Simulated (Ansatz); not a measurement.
# MgS under changes of volume

One of the cells (22.670 Å³/atom); the others are scaled copies at fixed shape and fractional positions:

```xyz
4
Lattice="4.0346 0.0000 0.0000 -2.0173 3.4941 0.0000 0.0000 0.0000 6.4323" Properties=species:S:1:pos:R:3 pbc="T T T"
S     2.0173    1.1647    5.6556
S     0.0000    2.3294    2.4394
Mg    0.0000    2.3294    6.4050
Mg    2.0173    1.1647    3.1888
```

The cell comes from a database or a generator and needn't be the stable form of this composition.

| Property | Result |
| --- | --- |
| Program | Ansatz 0.2.0 |
| Functional | LDA |
| Potentials or basis | all-electron LAPW, scalar-relativistic |
| Cutoff | 192 eV (chosen from the basis error) |
| Basis error allowed | 0.002 eV/atom |
| k mesh | 8 × 8 × 4 |
| Occupations | fermi-dirac, width 0.05 eV |
| Spin | no spin polarisation |

```csv
volume (Å³/atom),energy over the lowest point (meV/atom),pressure (GPa),gap on the mesh (eV),largest force (eV/Å)
21.309,?,?,?,?
21.763,0.00,0.3,3.35,0.047
22.216,0.93,-0.9,3.25,0.050
22.670,5.18,-2.1,3.15,0.052
23.123,12.44,-3.1,3.05,0.054
23.576,22.40,-4.0,2.96,0.055
24.030,34.80,-4.8,2.87,0.057
```

Problem. What does the run at 21.309 Å³/atom give?

Solution. Energy over the lowest point 2.78 meV/atom; pressure 1.7 GPa; gap on the mesh 3.46 eV; largest force 0.045 eV/Å.

Worked out: A Birch-Murnaghan fit of order 3 (a polynomial in V^(-2/3)) to the other rows has its minimum at 21.87 Å³/atom with B0 = V·E''(V) = 62 GPa and B' = 4.1 at fixed shape and positions, which overstates the stiffness. It gives 2.80 meV/atom at 21.309 Å³/atom, against the run's 2.78, and -dE/dV = 1.7 GPa, against 1.7. A straight line through the other rows of the gap, of slope -4.86 eV per unit of ln V (its deformation potential), extrapolates to 3.45 eV, against the run's 3.46.

Energies are extrapolated to zero smearing.
